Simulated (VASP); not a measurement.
Input of a VASP 6.6.1 run:

The input INCAR:

```
ALGO     = Fast           # electronic algorithm
EDIFF    = 1E-7           # SCF threshold, eV
EDIFFG   = -0.002         # ionic threshold
ENCUT    = 350            # plane-wave cutoff, eV
GGA      = PE             # functional
IBRION   = 2              # ionic algorithm
ISIF     = 3              # what is computed and relaxed
ISMEAR   = 0              # smearing method
LASPH    = T              # aspherical terms in the spheres
LCHARG   = F              # write CHGCAR
LREAL    = F              # projectors in reciprocal space
LWAVE    = F              # write WAVECAR
NELM     = 80             # most SCF steps
NSW      = 80             # ionic steps
PREC     = Accurate       # precision mode
PSTRESS  = 650.0        
SIGMA    = 0.1            # smearing width, eV
```

The input KPOINTS:

```
k-points
0
Gamma
  18 18 10
```

File POSCAR:

```
Re
1.0
    2.7608000000      0.0000000000      0.0000000000
   -1.3804000000      2.3909229300      0.0000000000
    0.0000000000      0.0000000000      4.4582000000
Re
2
Direct
    0.3333333300      0.6666666700      0.2500000000
    0.6666666700      0.3333333300      0.7500000000
```

Potentials or basis: VASP PAW PBE potentials, release 64 (Re).

Command:

```console
$ cat potpaw_PBE.64/Re/POTCAR > POTCAR
$ mpirun -np 1 vasp_std > vasp.out
```

Task: Predict the space group after relaxing (to 0.05 Å).

Result: P6_3/mmc (No. 194).

Task: What does it give for the relaxed volume?

Result: 13.10 Å³/atom.

Task: Predict the relaxed cell.

Result: a = 2.655 Å, b = 2.655 Å, c = 4.290 Å, α = 90.00°, β = 90.00°, γ = 120.00°.

Task: What does it give for the band gap on the k mesh?

Result: None (metal or under the smearing width).

Final structure:
```
Re
1.0
     2.65524    0.00000    0.00000
    -1.32762    2.29950    0.00000
     0.00000    0.00000    4.29013
Re
2
Direct
  0.33333 0.66667 0.25000
  0.66667 0.33333 0.75000
```

Caveat: the cell is relaxed towards a set pressure, so the enthalpy falls and the energy may rise. Spin-orbit coupling is left out, which matters for the levels of Re.
